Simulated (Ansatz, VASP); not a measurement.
BN in VASP and in Ansatz

```
B N
1.0
     2.50400    0.00000    0.00000
    -1.25200    2.16853    0.00000
     0.00000    0.00000    6.66100
B N
2 2
Direct
  0.33333 0.66667 0.25000
  0.66667 0.33333 0.75000
  0.66667 0.33333 0.25000
  0.33333 0.66667 0.75000
```

Alike in both runs: task relaxation of cell and atoms; functional LDA; k mesh 12 × 12 × 4; no spin polarisation.

|  | VASP | Ansatz |
| --- | --- | --- |
| version | VASP 6.6.1 | Ansatz 0.2.0 |
| potentials or method | VASP PAW LDA potentials, release 64 (B, N) | scalar-relativistic, plane waves, PAW |
| plane-wave cutoff (eV) | 600 | 560 |
| occupations | gaussian, width 0.01 eV | fixed |
| valence electrons in the cell | 16 | 16 |

|  | VASP | Ansatz | Ansatz less VASP |
| --- | --- | --- | --- |
| gap on the k mesh at the Fermi level, each at its own relaxed structure (eV) | 4.03 | 4.07 | +0.042 |
| relaxed volume (Å³/atom) | 8.63 | 8.71 | +0.076 |
| relaxed cell length with the largest relative difference (Å) | 6.430 | 6.493 | +0.0626 |
| energy change over the relaxation (meV/atom) | -3 | -3 | +0.1 |

A k mesh can miss the band edges. As with any semilocal functional, this LDA gap is likely too small.
